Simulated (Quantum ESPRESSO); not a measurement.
The system is CsPbCl3.

```xyz
5
Lattice="5.6050 0.0000 0.0000 0.0000 5.6050 0.0000 0.0000 0.0000 5.6050" Properties=species:S:1:pos:R:3 pbc="T T T"
Pb    2.8025    2.8025    2.8025
Cs    0.0000    0.0000    0.0000
Cl    2.8025    0.0000    2.8025
Cl    0.0000    2.8025    2.8025
Cl    2.8025    2.8025    0.0000
```

Base run:

- Program: Quantum ESPRESSO 7.5
- Functional: LDA
- Potentials or basis: PseudoDojo 0.4.1 SR LDA standard
- Cutoff: 762 eV
- Density cutoff: 3048 eV
- k mesh: 4 × 4 × 4, shifted
- Occupations: fermi-dirac, width 0.05 eV
- Spin: no spin polarisation

Its results: pressure -1.3 GPa; electronic dielectric tensor (diagonal) 3.54.

Task: After a change of settings the same cell gave: pressure 1.7 GPa; electronic dielectric tensor (diagonal) 3.43. Which change was it?
A. functional from LDA to AM05; potentials or basis from PseudoDojo 0.4.1 SR LDA standard to PseudoDojo 0.4.1 SR PBE standard; cutoff from 762 eV to 789 eV; density cutoff from 3048 eV to 3157 eV
B. functional from LDA to PBE; potentials or basis from PseudoDojo 0.4.1 SR LDA standard to PseudoDojo 0.4.1 SR PBE standard; cutoff from 762 eV to 789 eV; density cutoff from 3048 eV to 3157 eV
C. functional from LDA to BLYP; potentials or basis from PseudoDojo 0.4.1 SR LDA standard to PseudoDojo 0.4.1 SR PBE standard; cutoff from 762 eV to 789 eV; density cutoff from 3048 eV to 3157 eV
D. functional from LDA to WC; potentials or basis from PseudoDojo 0.4.1 SR LDA standard to PseudoDojo 0.4.1 SR PBE standard; cutoff from 762 eV to 789 eV; density cutoff from 3048 eV to 3157 eV

Result: B.

Not every run made on this cell is shown here.
